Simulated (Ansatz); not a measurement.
## Stack of Hf2CO2 MXene under blue phosphorene, shifted by a third of the diagonal in a perpendicular field

Aim: how the stack of Hf2CO2 MXene under blue phosphorene, shifted by a third of the diagonal screens a field along its normal, and what the field does to its bands. A positive field points along +c.

Calculated with Ansatz 0.2.0; plane-wave DFT, PBE-D3(BJ), Ansatz PAW.

### Step 1. The structure

The cell holds 7 atoms: 2 O, 2 Hf, 1 C and 2 P. Its edges and angles: a = 3.284 Å, b = 3.284 Å, c = 49.443 Å, α = 90.0°, β = 90.0°, γ = 120.0°. Regions: layer 1: Hf2CO2 MXene, 5 atoms (2 O, 2 Hf and 1 C); layer 2: blue phosphorene, 2 atoms (2 P). Vacuum lies along c.

### Step 2. Relaxation

The starting cell is a guess, so the in-plane lattice and the atoms are relaxed first, with the slab cut off from its images along the normal.

The input, input.yaml:

```yaml
crystal:
  lattice:
    - [3.2845, 0.0, 0.0]
    - [-1.64225, 2.8444604387, 0.0]
    - [0.0, 0.0, 49.4429467946]
  atoms:
    - { symbol: O, position: [0.3333333333, 0.6666666667, 0.4065291675] }
    - { symbol: Hf, position: [0.6666666667, 0.3333333333, 0.4303692033] }
    - { symbol: C, position: [0.0, 0.0, 0.4566166635] }
    - { symbol: Hf, position: [0.3333333333, 0.6666666667, 0.4828641236] }
    - { symbol: O, position: [0.6666666667, 0.3333333333, 0.5067041594] }
    - { symbol: P, position: [0.0, 0.0, 0.5683914212] }
    - { symbol: P, position: [0.6666666667, 0.3333333333, 0.5934708325] }
  periodic: [true, true, false]
kpoints:
  mp_grid: { grid: [12, 12, 1] }
hamiltonian:
  xc: pbe
  dispersion: d3bj
scf:
  occupations: { method: fermi_dirac, width: 0.05 }
  convergence: { dr2_threshold: 1.0e-09 }
relax:
  f_tol: 0.004
  max_steps: 90
  cell: {}
output:
  write_potential: true
  write_density: true
  volumetric_format: npy
```

Run with:

```console
> ansatz run input.yaml --threads 2 --pin off --max-ram 3072MiB --backend cpu --events-out ev --progress --plain --runs-dir out
```

Numbers of over 12 decimals in the logs are rounded to 6 here.

The program printed:

```text
Warning: relax.cell: scf.convergence.dr2_threshold = 1e-9 eV is looser than the 1.89040510664e-10 eV advised for a relaxation that steers and ends on the stress (1e-10 eV for each atom of the cell: 7, times the square of relax.cell.stress_2d_tol = 0.05 N/m over 19.2 Å (the atoms' height at the walk's start and 5 Å past either face), 2.598e-2 GPa, over a crystal's default 0.05). What an SCF threshold leaves in a stress goes as its square root, and in the free energy as the threshold itself, and one threshold admits the most on a small cell: [figures from the program's tests cut] Set scf.convergence.dr2_threshold to 1.89040510664e-10 eV or tighter. [rest of the remark cut]
Engine: ansatz 0.2.0, x86_64-unknown-linux-gnu
Pseudopotentials: kind: paw
Pseudopotential: O, paw, valence charge 6, recommended cutoff 420 eV (normal), O.paw.azcp
Pseudopotential: Hf, paw, valence charge 26, recommended cutoff 420 eV (normal), Hf.paw.azcp
Pseudopotential: C, paw, valence charge 4, recommended cutoff 420 eV (normal), C.paw.azcp
Pseudopotential: P, paw, valence charge 5, recommended cutoff 420 eV (normal), P.paw.azcp
Functional definition: PBE
  parameter kappa = 0.804
  parameter beta = 0.066725
  exchange = pbe_x(kappa = kappa, mu = beta*pi^2/3)
  correlation = pbe_c(beta = beta)
Crystal: 7 atoms, lattice volume = 461.927 Å³
Basis set: ecut = 420 eV, 9153 PW (Γ), exchange–correlation on 48×48×720 points (8 copies of the dense FFT grid, shifted against one another)
Bands: 47, of which v1, the nominal top of the filled ones, is band 39 counted from 1 (38 counted from 0)
Symmetry: 6 space group operations
Space group: P3m1 (ITA 156), of the structure as read, at distance tolerance 7.7e-5 Å
k-points: 19 of 144 (time reversal used)
Non-local potential: O, projectors of the file, l = 0: 2, l = 1: 2, l = 2: 1
Non-local potential: Hf, projectors of the file, l = 0: 3, l = 1: 2, l = 2: 2, l = 3: 3
Non-local potential: C, projectors of the file, l = 0: 2, l = 1: 2, l = 2: 1
Non-local potential: P, projectors of the file, l = 0: 2, l = 1: 2, l = 2: 2
PAW form: soft (Blöchl's): semilocal exchange-correlation on the pseudo side does not see the compensation charge
PAW one-centre angular grid: O, 110 points (default); XC on 64 Gauss nodes
PAW one-centre angular grid: Hf, 590 points (default); XC on 64 Gauss nodes
PAW one-centre angular grid: C, 110 points (default); XC on 64 Gauss nodes
PAW one-centre angular grid: P, 110 points (default); XC on 64 Gauss nodes
Initial density: superposition of atomic densities (neutral atoms: chi_scale 0, normalization atom), corrected by the library's trained network
Initial wavefunctions: pseudopotential atomic-orbital guess
Functional: x = pbe(κ = 0.804, μ = 0.219515), c = pbe(β = 0.066725)
SCF iter   1: F=—  HF=-34346.923565 eV  |F-HF|=—  |Δ(HF+E_count)|=         —  Δρ=2.65e-3  dr2=4.48e-1  ethr=1.77e-3  ⟨swp⟩=14.4  Hψ=6345  notcnv=0  defer=4
preconditioner: auto → Resta (q_TF=auto, 2.028 Å⁻¹)  ε∞=2.3  [insulator: Δε(μ)=0.811 eV  Ē_g=12.003 eV  σ=0.050 eV  W_gap=1.00  n_scr=30 (ndim 8)  ℏωp=13.6 eV  f_vac=0.748  D(μ)=0.00/eV (n_scr^D=0)  ε∞_Penn≈2.3  vacuum switching on, ρ_ref=1.0e-2 e/Å³]
SCF iter   2: F=—  HF=-34347.059323 eV  |F-HF|=—  |Δ(HF+E_count)|=   1.36e-1  Δρ=8.12e-3  dr2=1.05e1  ethr=5.74e-4  ⟨swp⟩=4.8  Hψ=1701  notcnv=0  defer=40  recentre
preconditioner: auto → LDOS  [metal: Δε(μ)=0.056 eV  Ē_g=12.324 eV  σ=0.050 eV  W_gap=0.26  n_scr=30 (ndim 8)  ℏωp=13.6 eV  f_vac=0.748  D(μ)=4.42/eV (n_scr^D=20)  β→1.0]
SCF iter   3: F=—  HF=-34346.908431 eV  |F-HF|=—  |Δ(HF+E_count)|=   1.51e-1  Δρ=1.85e-3  dr2=3.19e-1  ethr=5.74e-4  ⟨swp⟩=4.3  Hψ=1503  notcnv=0  defer=33
SCF iter   4: F=—  HF=-34346.885343 eV  |F-HF|=—  |Δ(HF+E_count)|=   2.31e-2  Δρ=1.48e-3  dr2=2.10e-1  ethr=4.08e-4  ⟨swp⟩=2.0  Hψ=1098  notcnv=0  defer=37
SCF iter   5: F=—  HF=-34346.861898 eV  |F-HF|=—  |Δ(HF+E_count)|=   2.34e-2  Δρ=6.85e-4  dr2=5.53e-2  ethr=2.69e-4  ⟨swp⟩=3.4  Hψ=1242  notcnv=0  defer=38
SCF iter   6: F=—  HF=-34346.885805 eV  |F-HF|=—  |Δ(HF+E_count)|=   2.39e-2  Δρ=2.07e-3  dr2=9.12e-1  ethr=7.09e-5  ⟨swp⟩=3.5  Hψ=1655  notcnv=0  defer=49  recentre
SCF iter   7: F=—  HF=-34346.858171 eV  |F-HF|=—  |Δ(HF+E_count)|=   2.76e-2  Δρ=2.84e-4  dr2=9.91e-4  ethr=7.09e-5  ⟨swp⟩=2.4  Hψ=1207  notcnv=0  defer=49
SCF iter   8: F=—  HF=-34346.860726 eV  |F-HF|=—  |Δ(HF+E_count)|=   2.56e-3  Δρ=6.97e-4  dr2=3.28e-2  ethr=1.27e-6  ⟨swp⟩=3.6  Hψ=2346  notcnv=0  defer=41
SCF iter   9: F=—  HF=-34346.858693 eV  |F-HF|=—  |Δ(HF+E_count)|=   2.03e-3  Δρ=2.27e-4  dr2=7.89e-3  ethr=1.27e-6  ⟨swp⟩=2.9  Hψ=2082  notcnv=0  defer=41
SCF iter  10: F=—  HF=-34346.858366 eV  |F-HF|=—  |Δ(HF+E_count)|=   3.27e-4  Δρ=1.12e-4  dr2=1.96e-3  ethr=1.27e-6  ⟨swp⟩=1.6  Hψ=995  notcnv=0  defer=41
SCF iter  11: F=—  HF=-34346.858290 eV  |F-HF|=—  |Δ(HF+E_count)|=   7.58e-5  Δρ=2.86e-5  dr2=7.05e-5  ethr=1.27e-6  ⟨swp⟩=1.9  Hψ=1057  notcnv=0  defer=41
SCF iter  12: F=—  HF=-34346.858328 eV  |F-HF|=—  |Δ(HF+E_count)|=   3.80e-5  Δρ=3.41e-5  dr2=1.41e-5  ethr=9.03e-8  ⟨swp⟩=2.7  Hψ=1662  notcnv=0  defer=41
SCF iter  13: F=—  HF=-34346.858329 eV  |F-HF|=—  |Δ(HF+E_count)|=   8.83e-7  Δρ=1.81e-5  dr2=2.57e-5  ethr=1.81e-8  ⟨swp⟩=3.1  Hψ=1781  notcnv=0  defer=41
SCF iter  14: F=—  HF=-34346.858327 eV  |F-HF|=—  |Δ(HF+E_count)|=   1.53e-6  Δρ=3.76e-5  dr2=1.87e-5  ethr=1.81e-8  ⟨swp⟩=2.8  Hψ=1825  notcnv=0  defer=41
SCF iter  15: F=—  HF=-34346.858323 eV  |F-HF|=—  |Δ(HF+E_count)|=   3.97e-6  Δρ=4.70e-6  dr2=2.30e-7  ethr=1.81e-8  ⟨swp⟩=2.6  Hψ=1702  notcnv=0  defer=41
SCF iter  16: F=—  HF=-34346.858191 eV  |F-HF|=—  |Δ(HF+E_count)|=   1.33e-4  Δρ=2.35e-6  dr2=7.09e-8  ethr=2.95e-10  ⟨swp⟩=3.7  Hψ=2295  notcnv=0  defer=41
SCF iter  17: F=—  HF=-34346.858191 eV  |F-HF|=—  |Δ(HF+E_count)|=   3.77e-9  Δρ=3.63e-7  dr2=2.93e-9  ethr=9.09e-11  ⟨swp⟩=2.7  Hψ=1752  notcnv=0  defer=41
SCF iter  18: F=-34346.858191 eV  HF=-34346.858191 eV  |F-HF|=1.60e-9  |Δ(HF+E_count)|=   3.43e-9  Δρ=1.47e-7  dr2=1.29e-10  ethr=1.28e-12  ⟨swp⟩=13.8  Hψ=9291  notcnv=0
SCF 1 converged in 18 iterations: F = -34346.858191 eV  dr2 = 1.29e-10
  greatest PAW one-centre occupation: 0.999 electrons in one spin orbital (limit 2), on the Hf atom at site 1 (counted from 0), in its partial waves of l = 0
relax step   1: F+E_penalty+E_count = -34346.85819068 eV  Δ(F+E_penalty+E_count) = +0.000e0 eV  max|allowed force component| = 4.475e0 eV/Å  Δτ_max = 0.0000 Å  P = -8.703 N/m  Ω = 461.927 Å³  fix = [c, alpha, beta]  reactions: c +0.000 N/m  (18 SCF iters, accepted)
Crystal: 7 atoms, lattice volume = 455.940 Å³
[...]
[... from here on, the SCF cycles and remarks between the steps are left out ...]
relax step   4: F+E_penalty+E_count = -34347.74528209 eV  Δ(F+E_penalty+E_count) = -1.091e-2 eV  max|allowed force component| = 6.689e-1 eV/Å  Δτ_max = 0.1948 Å  P = -0.126 N/m  Ω = 451.538 Å³  energy of the carried Pulay correction = +5.007e-3 eV  fix = [c, alpha, beta]  reactions: c -0.000 N/m  (13 SCF iters, accepted)
relax step   5: F+E_penalty+E_count = -34347.78815256 eV  Δ(F+E_penalty+E_count) = -4.287e-2 eV  max|allowed force component| = 6.321e-2 eV/Å  Δτ_max = 0.1949 Å  P = -0.518 N/m  Ω = 455.333 Å³  energy of the carried Pulay correction = +3.165e-3 eV  fix = [c, alpha, beta]  reactions: c -0.000 N/m  (14 SCF iters, accepted)
relax step   6: F+E_penalty+E_count = -34347.78907570 eV  Δ(F+E_penalty+E_count) = -9.231e-4 eV  max|allowed force component| = 2.578e-2 eV/Å  Δτ_max = 0.0529 Å  P = -0.348 N/m  Ω = 455.654 Å³  energy of the carried Pulay correction = +3.010e-3 eV  fix = [c, alpha, beta]  reactions: c -0.000 N/m  (11 SCF iters, accepted)
relax step   7: F+E_penalty+E_count = -34347.78967727 eV  Δ(F+E_penalty+E_count) = -6.016e-4 eV  max|allowed force component| = 1.537e-2 eV/Å  Δτ_max = 0.0043 Å  P = -0.066 N/m  Ω = 454.943 Å³  energy of the carried Pulay correction = +3.354e-3 eV  fix = [c, alpha, beta]  reactions: c -0.000 N/m  (9 SCF iters, accepted)
relax step   8: F+E_penalty+E_count = -34347.78975534 eV  Δ(F+E_penalty+E_count) = -7.807e-5 eV  max|allowed force component| = 1.508e-3 eV/Å  Δτ_max = 0.0007 Å  P = +0.001 N/m  Ω = 454.827 Å³  energy of the carried Pulay correction = +3.410e-3 eV  fix = [c, alpha, beta]  reactions: c +0.000 N/m  (7 SCF iters, accepted)
relax step   9: F+E_penalty+E_count = -34347.78672919 eV  Δ(F+E_penalty+E_count) = +3.026e-3 eV  max|allowed force component| = 1.517e-3 eV/Å  Δτ_max = 0.0000 Å  P = -0.070 N/m  Ω = 454.827 Å³  fix = [c, alpha, beta]  reactions: c -0.000 N/m  stress off target by 6.97e-2 N/m on what of the cell is left free  SCF on the basis re-selected at this cell (its energy is not comparable with the rows above)  (7 SCF iters)
relax step  10: F+E_penalty+E_count = -34347.78680093 eV  Δ(F+E_penalty+E_count) = -7.173e-5 eV  max|allowed force component| = 2.168e-4 eV/Å  Δτ_max = 0.0004 Å  P = -0.002 N/m  Ω = 454.690 Å³  energy of the carried Pulay correction = +6.550e-5 eV  fix = [c, alpha, beta]  reactions: c -0.000 N/m  (7 SCF iters, accepted)
iter 1 solved again at ethr=2.73e-7 eV; its pass at ethr=3.10e-3 eV (dr2=2.13e-4 eV) is discarded
SCF iter   1: F=—  HF=-34347.786869 eV  |F-HF|=—  |Δ(HF+E_count)|=         —  Δρ=1.71e-6  dr2=1.34e-8  ethr=2.73e-7  ⟨swp⟩=6.4  Hψ=10584  notcnv=0
eigensolver tolerance schedule: the retry pair's looser diagonalisation over-reported the residual by 15847.89 of it (diagonalisation noise at an unbounded share of the residual, at the tolerance the schedule requests for it); recorded, not acted on — ethr = c·dr2/N_el stays at c = 1.0e-1
SCF iter   2: F=—  HF=-34347.786742 eV  |F-HF|=—  |Δ(HF+E_count)|=   1.27e-4  Δρ=1.12e-6  dr2=7.53e-9  ethr=1.72e-11  ⟨swp⟩=7.3  Hψ=4690  notcnv=0
SCF iter   3: F=—  HF=-34347.786742 eV  |F-HF|=—  |Δ(HF+E_count)|=   1.65e-9  Δρ=6.15e-7  dr2=2.02e-9  ethr=9.65e-12  ⟨swp⟩=2.7  Hψ=1345  notcnv=0
SCF iter   4: F=-34347.786742 eV  HF=-34347.786742 eV  |F-HF|=7.13e-10  |Δ(HF+E_count)|=  3.71e-10  Δρ=3.38e-7  dr2=6.15e-10  ethr=1.28e-12  ⟨swp⟩=20.7  Hψ=9841  notcnv=0
SCF 11 converged in 4 iterations: F = -34347.786742 eV  dr2 = 6.15e-10
relax step  11: F+E_penalty+E_count = -34347.78674183 eV  Δ(F+E_penalty+E_count) = +5.910e-5 eV  max|allowed force component| = 1.979e-4 eV/Å  Δτ_max = 0.0000 Å  P = -0.002 N/m  Ω = 454.690 Å³  fix = [c, alpha, beta]  reactions: c -0.000 N/m  stress off target by 2.39e-3 N/m on what of the cell is left free  SCF on the basis re-selected at this cell (its energy is not comparable with the rows above)  (4 SCF iters)
basis re-selected at this cell: Δ(F+E_penalty+E_count) = +5.910e-5 eV, ΔP = -0.001 N/m vs the last step (what re-selecting the basis moved, of the pressure what is left beyond the Pulay correction that the steps carried, after the strain that the cell walked since its last selection, with what the two solves' SCF thresholds leave and, on support functions, any second-order correction that the steps lacked; it is no m [...]
WARN: The output density's exchange-correlation potential varies sharply where the density is thin. Do not read a vacuum level from v_tot or v_xc, or from such a field of the output density. On a cell that repeats whose density bears no net charge and no dipole along the vacuum's axis use v_es (v_loc + v_h of the components); under efield.dipole_correction with no amplitude use v_es + v_field, which holds any externa [...]
SCF converged after 4 iterations
Free energy (F): -34347.786742 eV
Harris-Foulkes:  -34347.786742 eV  (|F-HF|=7.13e-10)
Internal energy: -34347.786738 eV  (E = F + TS)
E sigma→0 (E₀):  -34347.786740 eV
Entropy (-TS):   -0.000004 eV (-0.001 meV/atom)
Fermi energy:    -4.996861 eV
--- Per-component energies (eV) ---
  E_band       = -1580.863337
  E_kinetic    = 1422.251822
  E_local      = -587304.101678  (includes V_loc(G=0)·N_el)
  E_nonlocal   = -2295.897177
  E_hartree    = 292372.108779
  E_xc         = -918.565979
  E_vxc        = -901.610257  (∫ρ·V_xc dr)
  E_paw        = -15408.803823  (= ΣΔE_a)
  E_vpaw       = 2754.277955  (= ΣTr[D̂ρ^β])
  E_aug_tail   = 0.004907  (compensation charges beyond the density's cutoff)
  E_ewald      = 277786.821407
  E_disp       = -1.604996  (pairwise vdW)
  E_smearing   = -0.000004  (= −TS)
  E_closure    = -0.000000  (closes the sum)
  Σ components = -34347.786742   (vs F -34347.786742, Δ=0.00e0)
--- Forces (eV/Å), atoms counted from 1 ---
  atom   1  O      0.00000000     0.00000000    -0.00010165
  atom   2  Hf     0.00000000     0.00000000     0.00019773
  atom   3  C      0.00000000     0.00000000    -0.00008031
  atom   4  Hf    -0.00000000    -0.00000000    -0.00007352
  atom   5  O     -0.00000000    -0.00000000     0.00001970
  atom   6  P      0.00000000     0.00000000     0.00000215
  atom   7  P     -0.00000000    -0.00000000     0.00003436
  max |Σ_I F_I| component: 1.54e-6 eV/Å
--- 2D stress c σ (N/m, compression-positive) ---
       -0.002387      -0.000000       0.000000
       -0.000000      -0.002387      -0.000000
        0.000000      -0.000000      -0.000000
  P = ½ c Tr σ = -0.0024 N/m
--- Band table (eV; the first three rows and the last of 19) ---
  k-point 0: bands = [... 35 lower, -6.1831, -6.1831, -5.4484, -5.4484, -3.1833, -3.1833, -2.8318, -2.1538, ... 4 higher]
  k-point 1: bands = [... 35 lower, -6.4383, -6.1988, -6.0000, -5.7042, -3.2525, -2.8641, -2.6807, -2.4594, ... 4 higher]
  k-point 2: bands = [... 35 lower, -6.9869, -6.5739, -6.1571, -6.1083, -3.6373, -3.1428, -2.2873, -2.2579, ... 4 higher]
  k-point 18: bands = [... 35 lower, -7.9451, -7.9008, -7.8451, -7.7253, -4.0487, -2.8479, -1.8422, -1.8333, ... 4 higher]
  the weakly bound empty levels are not read free of the cell's end (no_gap_told)
--- Relaxed structure (9 steps of the walk, 9 accepted, 2 SCFs on fresh bases) ---
  F+E_penalty+E_count = -34347.78674183 eV   max|allowed force component| = 1.979e-4 eV/Å   (the final SCF, on the basis selected at the relaxed cell)
  cell:  # Å, volume = 454.6901 Å³
    - [3.258669, 0, 0]
    - [-1.629334, 2.822090, 0]
    - [0, 0, 49.4429467946]
  atoms:
    - { symbol: O, position: [0.333333, 0.666667, 0.411336] }
    - { symbol: Hf, position: [0.666667, 0.333333, 0.430342] }
    - { symbol: C, position: [1.4727448285401785e-17, 7.401486830888825e-17, 0.458165] }
    - { symbol: Hf, position: [0.333333, 0.666667, 0.485988] }
    - { symbol: O, position: [0.666667, 0.333333, 0.504889] }
    - { symbol: P, position: [1.472744828539879e-17, 7.401486830888226e-17, 0.564550] }
    - { symbol: P, position: [0.666667, 0.333333, 0.589677] }
```

The job ended after 11 min (2 threads of Intel Xeon at 2.50GHz (Skylake/Cascade Lake), shared host; peak memory 0.88 GiB).

The steps of the relaxation:

```
step  energy less that of the first step (eV)  largest force component (eV/Å)  volume (Å³)
   1                                   0.0000                          4.4750       461.93
   2                                  -0.5955                          3.3040       455.94
   3                                  -0.8762                          0.2462       466.19
   4                                  -0.8871                          0.6689       451.54
   5                                  -0.9300                          0.0632       455.33
   6                                  -0.9309                          0.0258       455.65
   7                                  -0.9315                          0.0154       454.94
   8                                  -0.9316                          0.0015       454.83
  9*                                  -0.9285                          0.0015       454.83
  10                                  -0.9286                          0.0002       454.69
 11*                                  -0.9286                          0.0002       454.69
```

Relaxation steps marked * repeat the geometry before them on a plane-wave basis chosen anew for their cell, so energy and pressure can jump there.

Forces are held to the 6 operations that the run works with; a distortion that breaks them can't arise in this run.

```
cell as run  before  after  change
      a (Å)   3.284  3.259  -0.8 %
      b (Å)   3.284  3.259  -0.8 %
```

The atoms that moved most (Å, along periodic axes as changes of fractional coordinates times the final cell, across vacuum about the mean position):

```
atom     dx     dy      dz  length
  O1  0.000  0.000   0.238   0.238
  P6  0.000  0.000  -0.190   0.190
  P7  0.000  0.000  -0.188   0.188
 Hf4  0.000  0.000   0.154   0.154
  O5  0.000  0.000  -0.090   0.090
  C3  0.000  0.000   0.077   0.077
```

The lattice constant a goes from 3.284 to 3.259 Å.

(Continued in part 2 of 3.)

[Logs are printed without paths, hosts, clocks, repeated set-up lines and the standing remarks that a program may print on its own settings, such as how far it seeks lower states.]

[Hosts, paths, dates, database ids (printed as entryN), source tags and the programs' standing remarks are cut or masked in the printed files.]

[Maps of the electrostatic potential energy from Ansatz leave out the sawtooth potential of an applied field or a dipole correction, so their vacuum need not be flat; planar profiles and work functions include it.]
